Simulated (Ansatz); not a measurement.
# AlAs (F-43m): phonons against volume, part 2 of 4

Which modes of AlAs drive its thermal expansion?

What experiment has found for this phase:
- heat capacity C_P per formula unit 45.8 J/mol/K and bulk modulus 77 GPa near room temperature (given in “High-Throughput Prediction of Finite-Temperature Properties using the Quasi-Harmonic Approximation”, 2016, arXiv:1603.06924)

Ansatz 0.2.0; DFT LDA, scalar-relativistic, plane waves, PAW.

So far. Step 2 (A first coarse run): The start is under -1.2 GPa at this level and looks like an insulator or semiconductor on this mesh.

### 4. Relaxing to small residual forces and stress

The thresholds are tightened for a last relaxation ahead of the phonons, and where mesh or smearing change with them the cell follows.

input.yaml

```yaml
crystal:
  lattice:
    - [0.0, 2.8145444998, 2.8145444998]
    - [2.8145444998, 0.0, 2.8145444998]
    - [2.8145444998, 2.8145444998, 0.0]
  atoms:
    - { symbol: Al, position: [0.0, 0.0, 0.0] }
    - { symbol: As, position: [0.25, 0.25, 0.25] }
kpoints:
  mp_grid: { grid: [8, 8, 8] }
hamiltonian:
  xc: lda
scf:
  occupations: { method: fixed }
output:
  forces: true
  stress: true
  eigenvalues: true
  write_density: true
  write_potential: true
  elf: true
  volumetric_format: npy
relax:
  adjacent_minimum: "off"
  f_tol: 0.001
  max_steps: 60
  cell: { stress_tol: 0.01 }
```

Started as:

```console
ansatz run input.yaml --threads 4 --pin off --max-ram 16384MiB --backend cpu --events-out ev --progress --plain --runs-dir out
```

Numbers of over 12 decimals in the logs are rounded to 6 here.

What it wrote:

```text
[...]
Crystal: 2 atoms, lattice volume = 44.592 Å³
Basis set: ecut = 420 eV, 893 PW (Γ)
Bands: 13, of which v1, the nominal top of the filled ones, is band 9 counted from 1 (8 counted from 0)
Symmetry: 24 space group operations
[...]
k-points: 29 of 512 (time reversal used)
[...]
SCF iter   1: F=—  HF=-5287.491143 eV  |F-HF|=—  |Δ(HF+E_count)|=         —  Δρ=3.98e-3  dr2=3.74e-3  ethr=1.77e-3  ⟨swp⟩=4.8  Hψ=1941  notcnv=0  defer=50
[...]
SCF iter   6: F=-5287.489962 eV  HF=-5287.489962 eV  |F-HF|=9.73e-9  |Δ(HF+E_count)|=   8.31e-8  Δρ=2.77e-6  dr2=3.75e-9  ethr=2.21e-10  ⟨swp⟩=9.0  Hψ=2711  notcnv=0
SCF 1 converged in 6 iterations: F = -5287.489962 eV  dr2 = 3.75e-9
[...]
relax step   1: F+E_penalty+E_count = -5287.48996165 eV  Δ(F+E_penalty+E_count) = +0.000e0 eV  max|allowed force component| = 1.266e-16 eV/Å  Δτ_max = 0.0000 Å  P = +0.000 GPa  Ω = 44.592 Å³  (6 SCF iters, dr2 threshold 1.00e-7 eV, accepted)
[...]
SCF iter   5: F=-5287.489962 eV  HF=-5287.489962 eV  |F-HF|=1.82e-12  |Δ(HF+E_count)|=  1.82e-12  Δρ=3.34e-8  dr2=4.77e-13  ethr=1.00e-12  ⟨swp⟩=5.4  Hψ=2156  notcnv=0
SCF 2 converged in 5 iterations: F = -5287.489962 eV  dr2 = 4.77e-13
relax step   2: F+E_penalty+E_count = -5287.48996166 eV  Δ(F+E_penalty+E_count) = -5.604e-9 eV  max|allowed force component| = 9.888e-17 eV/Å  Δτ_max = 0.0000 Å  P = -0.000 GPa  Ω = 44.592 Å³  stress off target by 6.08e-5 GPa  SCF on the basis re-selected at this cell (its energy is not comparable with the rows above)  (5 SCF iters)
basis re-selected at this cell: Δ(F+E_penalty+E_count) = -5.604e-9 eV, ΔP = -0.000 GPa vs the last step (what re-selecting the basis moved, of the pressure what is left beyond the Pulay correction that the steps carried, after the strain that the cell walked since its last selection, with what the two solves' SCF thresholds leave and, on support functions, any second-order correction that the steps lacked; it is no m [...]
SCF converged after 5 iterations
Free energy (F): -5287.489962 eV
[...]
Internal energy: -5287.489962 eV  (E = F + TS)
E sigma→0 (E₀):  -5287.489962 eV
Fermi energy:    6.306145 eV
[...]
--- Stress (GPa, compression-positive) ---
       -0.000061       0.000000      -0.000000
       -0.000000      -0.000061       0.000000
       -0.000000       0.000000      -0.000061
  P = ⅓ Tr σ = -0.0001 GPa (-0.001 kbar)
--- Band table (eV; the first three rows and the last of 29) ---
  k-point 0: bands = [... 5 lower, -5.6979, 6.3061, 6.3061, 6.3061, 8.2878, 10.6025, 10.6025, 10.6025]
  k-point 1: bands = [... 5 lower, -5.5427, 4.8471, 6.1435, 6.1435, 9.0571, 10.8867, 10.8867, 10.9905]
  k-point 2: bands = [... 5 lower, -5.1118, 2.8633, 5.8231, 5.8231, 8.8724, 11.2230, 11.2230, 12.7303]
  k-point 28: bands = [... 5 lower, -3.6656, 1.1726, 3.0531, 3.4215, 10.5672, 11.9653, 11.9919, 12.3132]
--- Relaxed structure (1 steps of the walk, 1 accepted, 1 SCFs on fresh bases) ---
[...]
cell:  # Å, volume = 44.5917 Å³
    - [0.0, 2.8145444998, 2.8145444998]
    - [2.8145444998, 0.0, 2.8145444998]
    - [2.8145444998, 2.8145444998, 0.0]
  atoms:
    - { symbol: Al, position: [0.0, 0.0, 0.0] }
    - { symbol: As, position: [0.25, 0.25, 0.25] }
```

Wall time 1.9 s (4 threads of Arm Neoverse V1, shared host); peak memory 0.32 GiB; 5 s of CPU time.

Little changed from the start: no atom moved by 0.005 Å and no cell edge by 0.1 %.

This step gave:

| Quantity | Value |
| --- | --- |
| pressure | -6.08e-5 GPa |

Electrostatic potential energy in the ac plane of a cell with a along [110], b along [-110] and c along [001] of the cube at fractional y = 0.000, with atoms of Al and As within 0.2 Å of it. With pseudopotentials it is smooth inside the atoms' cores, unlike the true potential.

Ten even steps from '0' (-11 eV) to '9' (11 eV), each cell a mean:
```
4026766740240267667402
0144111352001441113520
4561386046545613860465
8860799237888607992378
9971386058999713860589
9985111379999851113799
9998756799999987567999
9999989999999999899999
9999999999999999999999
9999999999999999999999
9999999999999999999999
7789999988777899999887
1368999875213689998752
1037999850010379998500
5116898740451168987404
```
Columns run along a (8.0 Å; values clipped at the 3rd and 97th percentile), rows up along c (5.6 Å), edges of the conventional cell, whose origin can differ from the input's. Atoms in or near the plane, at fractional coordinates: Al at (0.50, 0.00), Al at (0.00, 0.00), As at (0.75, 0.75), As at (0.25, 0.75).

ELF in the ac plane of a cell with a along [110], b along [-110] and c along [001] of the cube at fractional y = 0.000, with atoms of Al and As within 0.2 Å of it. It is the smooth field of the valence electrons, not physical close to the nuclei.

Values, 8 rows by 16 columns, each cell a mean:
```
0.17 0.70 0.84 0.69 0.66 0.80 0.83 0.29 0.17 0.70 0.84 0.69 0.66 0.80 0.83 0.29
0.44 0.77 0.72 0.37 0.29 0.63 0.80 0.56 0.44 0.77 0.72 0.37 0.29 0.63 0.80 0.56
0.16 0.47 0.60 0.44 0.38 0.58 0.55 0.24 0.16 0.47 0.60 0.44 0.38 0.58 0.55 0.24
0.03 0.16 0.43 0.61 0.63 0.51 0.24 0.05 0.03 0.16 0.43 0.61 0.63 0.51 0.24 0.05
0.03 0.04 0.09 0.20 0.22 0.12 0.05 0.03 0.03 0.04 0.09 0.20 0.22 0.12 0.05 0.03
0.17 0.11 0.05 0.03 0.03 0.04 0.09 0.16 0.17 0.11 0.05 0.03 0.03 0.04 0.09 0.16
0.33 0.27 0.14 0.06 0.04 0.10 0.23 0.32 0.33 0.27 0.14 0.06 0.04 0.10 0.23 0.32
0.09 0.21 0.45 0.38 0.36 0.44 0.33 0.08 0.09 0.21 0.45 0.38 0.36 0.44 0.33 0.08
```
Columns run along a (8.0 Å), rows up along c (5.6 Å), edges of the conventional cell, whose origin can differ from the input's. Atoms in or near the plane, at fractional coordinates: Al at (0.50, 0.00), Al at (0.00, 0.00), As at (0.75, 0.75), As at (0.25, 0.75).

Valence density in the ac plane of a cell with a along [110], b along [-110] and c along [001] of the cube at fractional y = 0.000, with atoms of Al and As within 0.2 Å of it. It is the smooth field of the valence electrons, not physical close to the nuclei.

Ten steps, logarithmic in the rise over the least value, from '0' (0 e/Å³) to '9' (27 e/Å³), each cell a mean:
```
0011111111000111111110
0112343221101123432211
0113587421101135874211
0113799521001137995210
0012687410000126874100
0001343210000013432100
0000111100000001111000
0000000000000000000000
0000000000000000000000
0000000000000000000000
0000000000000000000000
0000000000000000000000
0000000000000000000000
0000000000000000000000
0000000010000000000100
```
Columns run along a (8.0 Å), rows up along c (5.6 Å), edges of the conventional cell, whose origin can differ from the input's. Atoms in or near the plane, at fractional coordinates: Al at (0.50, 0.00), Al at (0.00, 0.00), As at (0.75, 0.75), As at (0.25, 0.75).

The residual pressure is -6.1e-5 GPa, small enough for phonons.

### 5. Phonons, V/V0 1

Phonons at this volume give one point of F(V, T); meshes stay fixed along the series.

input.yaml, the sections that differ from step 4:

```yaml
output:
  eigenvalues: true
phonons:
  method: dfpt
  dielectric: true
  rigid_motions: translations
  qmesh: [4, 4, 4]
  temperatures: { t_max: 1000, t_step: 50 }
  qpath:
    path:
      - [[0.0, 0.0, 0.0], [-0.5, -0.5, 0.0], [-0.375, -0.375, 0.25]]
      - [[-0.375, 0.0, 0.375], [0.0, 0.0, 0.0], [0.0, 0.0, 0.5], [-0.5, -0.25, 0.25], [-0.5, -0.5, 0.0]]
    npoints: 10
# crystal, kpoints, hamiltonian, scf: as in step 4
# relax: removed
```

What it wrote:

```text
Warning: phonons: the dynamical matrix that this run interpolates holds no multipole term above the dipole-dipole one, and a site of this crystal is no centre of inversion, so its interpolated transverse optical and acoustic branches and sound speeds can stay off near Gamma, and the density of states and the thermodynamics with them. What a run solves at a wave vector of phonons.qpoints, Gamma apart, where the deck admits one, is free of this, and under fd what a larger phonons.supercell samples
[...]
Crystal: 2 atoms, lattice volume = 44.592 Å³
Basis set: ecut = 420 eV, 893 PW (Γ), exchange–correlation on 54×54×54 points (8 copies of the dense FFT grid, shifted against one another)
Bands: 13, of which v1, the nominal top of the filled ones, is band 9 counted from 1 (8 counted from 0)
Symmetry: 24 space group operations
k-points: 95 of 512 (irreducible under 4 space group operations, time reversal used)
[...]
SCF iter   1: F=—  HF=-5287.491140 eV  |F-HF|=—  |Δ(HF+E_count)|=         —  Δρ=3.98e-3  dr2=3.74e-3  ethr=1.77e-3  ⟨swp⟩=4.9  Hψ=6388  notcnv=0  defer=173
[...]
SCF iter   8: F=-5287.489962 eV  HF=-5287.489962 eV  |F-HF|=1.55e-11  |Δ(HF+E_count)|=  1.27e-11  Δρ=2.69e-7  dr2=1.39e-11  ethr=1.00e-12  ⟨swp⟩=7.2  Hψ=6752  notcnv=0
SCF 1 converged in 8 iterations: F = -5287.489962 eV  dr2 = 1.39e-11
[...]
DFPT response loops at Γ: preconditioner auto → none (the input reference at scf.mixing.eps_inf says where Resta's filter doesn't serve); β = 0.50; Broyden in place of MSR1
── the response to a field inside a basis, on 10×10×10 k-points: an SCF that follows is theirs, and a resumed run solves both again ──
Bands: 10, of which v1, the nominal top of the filled ones, is band 9 counted from 1 (8 counted from 0)
k-points: 110
[...]
Eigensolver: Dense (110 Hₖ)
SCF iter   1: F=—  HF=-5287.490155 eV  |F-HF|=—  |Δ(HF+E_count)|=         —  Δρ=9.72e-5  dr2=4.07e-6  ethr=1.00e-1
[...]
SCF iter   4: F=-5287.490153 eV  HF=-5287.490153 eV  |F-HF|=9.55e-11  |Δ(HF+E_count)|=   1.72e-8  Δρ=8.74e-7  dr2=1.68e-10  ethr=5.72e-10
SCF 1 converged in 4 iterations: F = -5287.490153 eV  dr2 = 1.68e-10
[...]
WARN: field response: ε∞ stands inside a basis, on 10×10×10 points; the force constants stand on the 8×8×8 k-mesh, whose period is 11.22 times the interband length at k = (0.0000, 0.0000, 0.0000), direct gap 1.982 eV, under 14: take them and everything formed from them as unconverged, and compare with a denser kpoints.mp_grid
NSCF: frozen V_eff on 29 k-points
[...]
DFPT response loops at q = (0, 0, 0.25) (fractional): preconditioner auto → Resta (q_TF=auto, 2.345 Å⁻¹)  ε∞=6.7 (no band partly filled); β = 1.00, the filter's whole step (`scf.mixing.beta` (0.50) is not read by the response loops at its default; to damp them type it under 1.00, their step now; it binds the ground state too); Broyden in place of MSR1
[...]
SCF converged after 8 iterations
Free energy (F): -5287.489962 eV
[...]
Internal energy: -5287.489962 eV  (E = F + TS)
E sigma→0 (E₀):  -5287.489962 eV
Fermi energy:    6.306146 eV
[...]
--- Band table (eV; the first three rows and the last of 95) ---
  k-point 0: bands = [... 5 lower, -5.6979, 6.3061, 6.3061, 6.3061, 8.2878, 10.6025, 10.6025, 10.6025]
  k-point 1: bands = [... 5 lower, -5.5427, 4.8471, 6.1435, 6.1435, 9.0571, 10.8867, 10.8867, 10.9905]
  k-point 2: bands = [... 5 lower, -5.1118, 2.8633, 5.8231, 5.8231, 8.8724, 11.2230, 11.2230, 12.7303]
  k-point 94: bands = [... 5 lower, -3.6656, 1.1726, 3.0531, 3.4215, 10.5672, 11.9653, 11.9919, 12.3132]
--- Phonons (Γ-DFPT): 2 representative perturbations + reference, on 95 of 512 k-points (Σ response iterations 6) ---
  k mesh reduced under 4 symmetry operations, with k and −k counted as one. Each operation leaves every solved perturbation unchanged. A smaller set is not considered because the run solves the response to a homogeneous field
  ASR residual: 3.448e-4 → 0.000e0 eV/Å²; symmetrization residual: 1.641e-6 eV/Å²
  ASR residual per site (eV/Å²): 1.18e-5 3.45e-4
  Γ frequencies (cm⁻¹): 0.00 0.00 0.00 358.47 358.47 358.47
  ε∞ (high-frequency dielectric tensor):
        9.442650    -0.000000     0.000000
       -0.000000     9.442650     0.000000
        0.000000     0.000000     9.442650
  ε⁰ (static dielectric tensor: ions relaxed, cell fixed):
       11.440437    -0.000000     0.000000
       -0.000000    11.440437     0.000000
        0.000000     0.000000    11.440437
  ε⁰ − ε∞ (ionic part):
        1.997787     0.000000     0.000000
        0.000000     1.997787     0.000000
        0.000000     0.000000     1.997787
  softest optical mode at Γ: 358.47 cm⁻¹; the repairs (sum rule, projections) moved no ω² at Γ by more than (1.16 cm⁻¹)²
  Born effective charges Z* (e; rows j = field, columns β = displacement):
    site 0:
         2.14823    0.00000    0.00000
        -0.00000    2.14823    0.00000
         0.00000    0.00000    2.14823
    site 1:
        -2.14823   -0.00000   -0.00000
         0.00000   -2.14823   -0.00000
        -0.00000   -0.00000   -2.14823
  Z* charge neutrality: 2.314e-5 e pre-enforcement
  solved inside a basis spanned on kpoints, on 10×10×10 k-points transformed towards the longest dipole: ε∞ is read to err by 2.6e-2, Z* by 1.6e-2 e (field_mesh: kpoints solves on kpoints); Z* is corrected for what the basis lacks
  optical modes at Γ without the LO–TO term, one row a degenerate level:
      ω (cm⁻¹)  modes    IR ((D/Å)²/amu)
        358.47      3            16.1012
  optical modes at Γ + LO–TO along q̂ = [1.0000, 0.0000, 0.0000]:
      ω (cm⁻¹)  modes    IR ((D/Å)²/amu)
        358.47      2            10.7342
        394.57      1             5.3671
  optical modes at Γ + LO–TO along q̂ = [0.0000, 1.0000, 0.0000]:
      ω (cm⁻¹)  modes    IR ((D/Å)²/amu)
        358.47      2            10.7342
        394.57      1             5.3671
  optical modes at Γ + LO–TO along q̂ = [0.0000, 0.0000, 1.0000]:
      ω (cm⁻¹)  modes    IR ((D/Å)²/amu)
        358.47      2            10.7342
        394.57      1             5.3671
--- Phonons (arbitrary-q DFPT): 8 irreducible q on the 4×4×4 mesh ---
  q = [0.0000, 0.0000, 0.0000] (star 1, of the zone-centre solve; hermiticity 3.50e-7, symmetrization 3.23e-13): 0.00 0.00 0.00 358.47 358.47 358.47
  q = [0.0000, 0.0000, 0.2500] (star 8, 2 solved perturbations on 288 of 512 k-point pairs; hermiticity 2.72e-7, symmetrization 7.01e-13): 58.93 58.93 145.81 350.09 350.09 383.20
[...]
q = [0.0000, 0.2500, 0.2500] (star 6, 4 solved perturbations in 528 linear systems a pass and spin channel, the states on 164 of 512 k-point pairs; hermiticity 5.00e-7, symmetrization 1.01e-13): 81.69 81.69 148.06 338.58 338.58 391.73
[...]
sum rule: each row above includes the acoustic sum rule's correction from the zone centre's row sums; it moved no ω² by more than (1.12 cm⁻¹)²
  mesh force constants: q→R imaginary residual 1.95e-18; ASR residual 3.448e-4 → 0.000e0 eV/Å²; symmetrization residual 7.105e-15 eV/Å²
  interpolated dispersion: 63 rows × 6 modes
  density of states and harmonic sums: on the 20×20×20 q-mesh, interpolated from the force constants of a 4×4×4 supercell (with the dipole–dipole term)
  largest difference from the sums on the solved wave vectors: F 1.02e-2 eV, S 1.42e-5 and C_V 4.00e-6 eV/K
  zero-point energy: 0.087940 eV/cell   skipped modes (ω ≤ 0): 3   left out of the sums: 6.25e-5 of the cell's modes: C_V's classical limit lies that fraction below 3 k_B per atom; for a crystal, a wire or a layer, F and S can be off by more, and a phonons.interpolated_qmesh denser along its periods is the remedy for the sampling
```

The job ended after 82 s (4 threads; peak memory 1 GiB; 5.2 min of CPU time).

Numbers from this step:

| Property | Result |
| --- | --- |
| Γ frequencies | 0, 0, 0, 358.5, 358.5, 358.5 cm⁻¹ (negative: imaginary) |
| lowest frequency on the path | 0 cm⁻¹ |
| zero-point energy | 0.08794 eV/cell |
| point group | -43m |
| highest frequency | 394.6 cm⁻¹ |
| Debye temperature from the second moment | 491 K |

LO-TO term included. The phonon branches at the labelled points (cm⁻¹):

```csv
point,branch 1,branch 2,branch 3,branch 4,branch 5,branch 6
Γ,0,0,0,358,358,395
halfway,82,82,148,339,339,392
X,94,94,213,332,332,389
halfway,96,109,209,331,332,379
U,97,130,200,328,334,363
jump to K,97,130,200,328,334,363
halfway,69,104,150,347,350,369
Γ,0,0,0,358,358,395
halfway,59,59,146,350,350,383
L,70,70,209,348,348,368
halfway,94,118,196,335,346,350
W,122,131,194,336,336,342
halfway,107,112,205,330,334,370
X,94,94,213,332,332,389
```

The phonon branches as a text plot (rows in cm⁻¹):

```
    386 |***************         *************                 **
    370 |               ***     *             ******         **
    353 |****              *****************************    *
    337 |    *******************                    *************
    321 |                 **
    304 |
    288 |
    271 |
    255 |
    238 |
    222 |
    206 |         *********                    *******      *****
    189 |        *         **                 *       ******
    173 |       *            ***             *
    156 |      *                *
    140 |                  **               *
    123 |    **         ***  *** *         *          ********
    107 |              *        * **                 * **    **
     90 |   *   ***************  *        *        ****        **
     74 |    ***               ** ***         *******
     58 |  **                    *       * ***
     41 | **                      ****    *
     25 | *                         **  **
      8 |*                           ****
         Γ           X  U|K            Γ         L        W     X
```

Tetrahedra on 20 20 20, mean over bins of 5 cm⁻¹. Phonon density of states against wavenumber; read off at these points:

```
wavenumber (cm⁻¹)  phonon density of states (1/cm⁻¹/cell)
                2                                  1.0e-5
               18                                  3.6e-4
               28                                  9.7e-4
               42                                 0.00267
               58                                 0.00604
               72                                  0.0228
               82                                  0.0276
               98                                  0.0483
              112                                   0.027
              128                                  0.0267
              138                                 0.00273
              152                                 0.00419
              168                                 0.00677
              178                                  0.0103
              192                                  0.0443
              208                                 0.00723
              222                                       0
              232                                       0
              248                                       0
              262                                       0
              272                                       0
              288                                       0
              302                                       0
              318                                       0
              328                                  0.0121
              332                                   0.109
              342                                  0.0808
              348                                   0.103
              358                                  0.0447
              372                                  0.0196
              382                                  0.0167
              398                                       0
```

Harmonic. Thermo, by row:

| T (K) | F_vib (meV/atom) | S (J/mol-atom/K) | C_V (J/mol-atom/K) |
| --- | --- | --- | --- |
| 0 | 43.97 | 0 | 0 |
| 50 | 43.58 | 2.6 | 5.363 |
| 100 | 40.77 | 8.335 | 11.64 |
| 150 | 34.96 | 13.99 | 16.27 |
| 200 | 26.36 | 19.11 | 19.16 |
| 250 | 15.27 | 23.58 | 20.9 |
| 300 | 2.02 | 27.5 | 21.99 |
| 350 | -13.14 | 30.94 | 22.7 |
| 400 | -29.99 | 34.01 | 23.19 |
| 450 | -48.34 | 36.76 | 23.54 |
| 500 | -68.04 | 39.26 | 23.79 |
| 550 | -88.99 | 41.53 | 23.99 |
| 600 | -111.1 | 43.63 | 24.13 |
| 650 | -134.2 | 45.56 | 24.25 |
| 700 | -158.3 | 47.36 | 24.34 |
| 750 | -183.2 | 49.05 | 24.42 |
| 800 | -209.1 | 50.62 | 24.48 |
| 850 | -235.7 | 52.11 | 24.53 |
| 900 | -263.1 | 53.51 | 24.58 |
| 950 | -291.1 | 54.84 | 24.61 |
| 1000 | -319.9 | 56.11 | 24.64 |

(Part 2 of 4 ends here.)

[Logs are printed without paths, hosts, clocks, repeated set-up lines and the standing remarks that a program may print on its own settings, such as how far it seeks lower states.]

[Hosts, paths, dates, database ids (printed as entryN), source tags and the programs' standing remarks are cut or masked in the printed files.]

[A step with changed settings may run another functional than the one named; its input shows which.]

[Of the runs on displaced cells, only some may be shown.]
